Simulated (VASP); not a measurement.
Write the native input for VASP 6.6.1 that does the following.

| Property | Result |
| --- | --- |
| Task | band structure |
| Functional | HSE06 |
| Potentials or basis | VASP PAW PBE potentials, release 64 (Cs_sv, Sn_d, Br) |
| Cutoff | 520 eV |
| k mesh | 4 × 4 × 4 |
| Occupations | gaussian, width 0.02 eV |
| Spin | no spin polarisation |
| Grid for exact exchange (PRECFOCK) | Fast |
| Screening parameter | 0.2 1/A |
| Further INCAR settings | ALGO = Normal; EDIFF = 1e-06; NBANDS = 30 |

Crystal: CsSnBr3.

```
CELL_PARAMETERS angstrom
5.78480 0.00000 0.00000
0.00000 5.78480 0.00000
0.00000 0.00000 5.78480
ATOMIC_POSITIONS crystal
Cs 0.00000 0.00000 0.00000
Sn 0.50000 0.50000 0.50000
Br 0.50000 0.00000 0.50000
Br 0.50000 0.50000 0.00000
Br 0.00000 0.50000 0.50000
```

The cell is a database's computed one.

One way to write it, as run:

POSCAR

```
CsSnBr3
1.0
    5.7848000000      0.0000000000      0.0000000000
    0.0000000000      5.7848000000      0.0000000000
    0.0000000000      0.0000000000      5.7848000000
Cs Sn Br
1 1 3
Direct
    0.0000000000      0.0000000000      0.0000000000
    0.5000000000      0.5000000000      0.5000000000
    0.5000000000      0.0000000000      0.5000000000
    0.5000000000      0.5000000000      0.0000000000
    0.0000000000      0.5000000000      0.5000000000
```

INCAR.step1

```
SYSTEM = CsSnBr3
ALGO = Normal
EDIFF = 1E-5
ENCUT = 520
GGA = PE
ISIF = 2
ISMEAR = 0
LASPH = .True.
LCHARG = .False.
LREAL = .False.
LWAVE = .True.
NBANDS = 30
NELM = 80
PREC = Accurate
SIGMA = 0.02
```

INCAR.step2

```
SYSTEM = CsSnBr3
ALGO = Normal
EDIFF = 1E-6
ENCUT = 520
GGA = PE
HFSCREEN = 0.2
ISIF = 2
ISMEAR = 0
ISTART = 1
LASPH = .True.
LCHARG = .False.
LHFCALC = .True.
LREAL = .False.
LWAVE = .False.
NBANDS = 30
NELM = 80
PREC = Accurate
PRECFOCK = Fast
SIGMA = 0.02
```

KPOINTS

```
k-points
0
Gamma
  4 4 4
  0 0 0
```

KPOINTS_OPT

```
path GXMGRX,MR
12
line-mode
reciprocal
 0.0000000000  0.0000000000  0.0000000000  G
 0.0000000000  0.5000000000  0.0000000000  X

 0.0000000000  0.5000000000  0.0000000000  X
 0.5000000000  0.5000000000  0.0000000000  M

 0.5000000000  0.5000000000  0.0000000000  M
 0.0000000000  0.0000000000  0.0000000000  G

 0.0000000000  0.0000000000  0.0000000000  G
 0.5000000000  0.5000000000  0.5000000000  R

 0.5000000000  0.5000000000  0.5000000000  R
 0.0000000000  0.5000000000  0.0000000000  X

 0.5000000000  0.5000000000  0.0000000000  M
 0.5000000000  0.5000000000  0.5000000000  R
```

Potentials or basis: VASP PAW PBE potentials, release 64 (Cs_sv, Sn_d, Br).

Run with:

```sh
$ cat potpaw_PBE.64/Cs_sv/POTCAR potpaw_PBE.64/Sn_d/POTCAR potpaw_PBE.64/Br/POTCAR > POTCAR
$ cp INCAR.step1 INCAR
$ mpirun -np 1 vasp_std > vasp.out
$ cp INCAR.step2 INCAR
$ mpirun -np 1 vasp_std > vasp.out
```

It gave:

```json
{
 "Pressure": "1.0 GPa",
 "Band gap on the k mesh": "0.78 eV, direct",
 "Band gap along the path": "0.78 eV, direct"
}
```

Caveat: the PAW data sets were made with another functional, which shifts forces and pressure a little; spin-orbit coupling is left out, which moves the levels of the heavy elements.

It took 110 min on 1 thread of Intel(R) Xeon(R) 6975P-C (Granite Rapids), on a shared host, peak memory 0.62 GiB.
